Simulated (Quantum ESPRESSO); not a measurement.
Write the native input for Quantum ESPRESSO 7.5 that does the following.

- Task: band structure
- Functional: revPBE
- Potentials or basis: SG15 PBE 1.2
- Cutoff: 952 eV
- Density cutoff: 3810 eV
- k mesh: 9 × 9 × 9
- Occupations: fermi-dirac, width 0.05 eV
- Spin: no spin polarisation
- Mixing beta: 0.5
- Most SCF iterations: 120
- SCF threshold: 4e-10 Ry

As:

```xyz
2
Lattice="1.8808 1.0859 3.5141 -1.8808 1.0859 3.5141 0.0000 -2.1718 3.5141" Properties=species:S:1:pos:R:3 pbc="T T T"
As    0.0000    0.0000    2.3825
As    0.0000    0.0000    8.1597
```

These files were run (other wordings do the same):

pw.in

```
&CONTROL
  calculation = 'scf'
  prefix = 'pwscf'
  outdir = './tmp'
  pseudo_dir = './pseudo'
  tprnfor = .true.
  tstress = .true.
  disk_io = 'low'
/
&SYSTEM
  ibrav = 0
  celldm(1) = 8
  nat = 2
  ntyp = 1
  ecutwfc = 70
  nbnd = 10
  input_dft = 'revpbe'
  occupations = 'smearing'
  smearing = 'fd'
  degauss = 0.00367493
/
&ELECTRONS
  conv_thr = 4d-10
  electron_maxstep = 120
  mixing_beta = 0.5
/
ATOMIC_SPECIES
As    74.9216 As_ONCV_PBE-1.2.upf
CELL_PARAMETERS alat
  0.4442738793236   0.2565016438083   0.8300768443201
 -0.4442738793236   0.2565016438083   0.8300768443201
  0.0000000000000  -0.5130032876402   0.8300768443201
ATOMIC_POSITIONS crystal
As     0.2260000000    0.2260000000    0.2260000000
As     0.7740000000    0.7740000000    0.7740000000
K_POINTS automatic
9 9 9 0 0 0
```

bands.in

```
&CONTROL
  calculation = 'bands'
  prefix = 'pwscf'
  outdir = './tmp'
  pseudo_dir = './pseudo'
  disk_io = 'low'
  verbosity = 'high'
/
&SYSTEM
  ibrav = 0
  celldm(1) = 8
  nat = 2
  ntyp = 1
  ecutwfc = 70
  nbnd = 10
  input_dft = 'revpbe'
  occupations = 'smearing'
  smearing = 'fd'
  degauss = 0.00367493
/
&ELECTRONS
  conv_thr = 1d-08
  electron_maxstep = 120
  mixing_beta = 0.5
  diago_full_acc = .true.
  startingwfc = 'random'
/
ATOMIC_SPECIES
As    74.9216 As_ONCV_PBE-1.2.upf
CELL_PARAMETERS alat
  0.4442738793236   0.2565016438083   0.8300768443201
 -0.4442738793236   0.2565016438083   0.8300768443201
  0.0000000000000  -0.5130032876402   0.8300768443201
ATOMIC_POSITIONS crystal
As     0.2260000000    0.2260000000    0.2260000000
As     0.7740000000    0.7740000000    0.7740000000
K_POINTS crystal
60
 0.0000000000  0.0000000000  0.0000000000 1
 0.0625000000  0.0000000000  0.0000000000 1
 0.1250000000  0.0000000000  0.0000000000 1
 0.1875000000  0.0000000000  0.0000000000 1
 0.2500000000  0.0000000000  0.0000000000 1
 0.3125000000  0.0000000000  0.0000000000 1
 0.3750000000  0.0000000000  0.0000000000 1
 0.4375000000  0.0000000000  0.0000000000 1
 0.5000000000  0.0000000000  0.0000000000 1
 0.5000000000  0.0383874312 -0.0383874312 1
 0.5000000000  0.0767748624 -0.0767748624 1
 0.5000000000  0.1151622936 -0.1151622936 1
 0.5000000000  0.1535497248 -0.1535497248 1
 0.5000000000  0.1919371561 -0.1919371561 1
 0.5000000000  0.2303245873 -0.2303245873 1
 0.7696754127  0.5000000000  0.2303245873 1
 0.7311503538  0.5000000000  0.2688496462 1
 0.6926252948  0.5000000000  0.3073747052 1
 0.6541002358  0.5000000000  0.3458997642 1
 0.6155751769  0.5000000000  0.3844248231 1
 0.5770501179  0.5000000000  0.4229498821 1
 0.5385250590  0.5000000000  0.4614749410 1
 0.5000000000  0.5000000000  0.5000000000 1
 0.4285714286  0.4285714286  0.4285714286 1
 0.3571428571  0.3571428571  0.3571428571 1
 0.2857142857  0.2857142857  0.2857142857 1
 0.2142857143  0.2142857143  0.2142857143 1
 0.1428571429  0.1428571429  0.1428571429 1
 0.0714285714  0.0714285714  0.0714285714 1
 0.0000000000  0.0000000000  0.0000000000 1
 0.0365162294  0.0000000000 -0.0365162294 1
 0.0730324587  0.0000000000 -0.0730324587 1
 0.1095486881  0.0000000000 -0.1095486881 1
 0.1460649175  0.0000000000 -0.1460649175 1
 0.1825811468  0.0000000000 -0.1825811468 1
 0.2190973762  0.0000000000 -0.2190973762 1
 0.2556136055  0.0000000000 -0.2556136055 1
 0.2921298349  0.0000000000 -0.2921298349 1
 0.3286460643  0.0000000000 -0.3286460643 1
 0.3651622936  0.0000000000 -0.3651622936 1
 0.6348377064  0.3651622936  0.0000000000 1
 0.5898918042  0.4101081958  0.0000000000 1
 0.5449459021  0.4550540979  0.0000000000 1
 0.5000000000  0.5000000000  0.0000000000 1
 0.5674188532  0.5674188532  0.1151622936 1
 0.6348377064  0.6348377064  0.2303245873 1
 0.6155751769  0.6155751769  0.2688496462 1
 0.5963126474  0.5963126474  0.3073747052 1
 0.5770501179  0.5770501179  0.3458997642 1
 0.5577875884  0.5577875884  0.3844248231 1
 0.5385250590  0.5385250590  0.4229498821 1
 0.5192625295  0.5192625295  0.4614749410 1
 0.5000000000  0.5000000000  0.5000000000 1
 0.5000000000  0.0000000000  0.0000000000 1
 0.5449459021  0.0608603823  0.0608603823 1
 0.5898918042  0.1217207645  0.1217207645 1
 0.6348377064  0.1825811468  0.1825811468 1
 0.6797836085  0.2434415291  0.2434415291 1
 0.7247295106  0.3043019114  0.3043019114 1
 0.7696754127  0.3651622936  0.3651622936 1
```

Potentials or basis: SG15 PBE 1.2.

The run is started by

```bash
$ OMP_NUM_THREADS=1 pw.x -in pw.in > pw.out
$ OMP_NUM_THREADS=1 pw.x -in bands.in > bands.out
```

Results of the run:

| Quantity | Value |
| --- | --- |
| Pressure | 4.6 GPa |
| Largest force | 0.451 eV/Å |
| Band gap on the k mesh | none (metal or under the smearing width) |

Caveat: the potentials were made for another functional, which shifts forces and pressure.

Run time: 73 s on 1 thread of Arm Neoverse V1, on a shared host, peak memory 0.1 GiB.
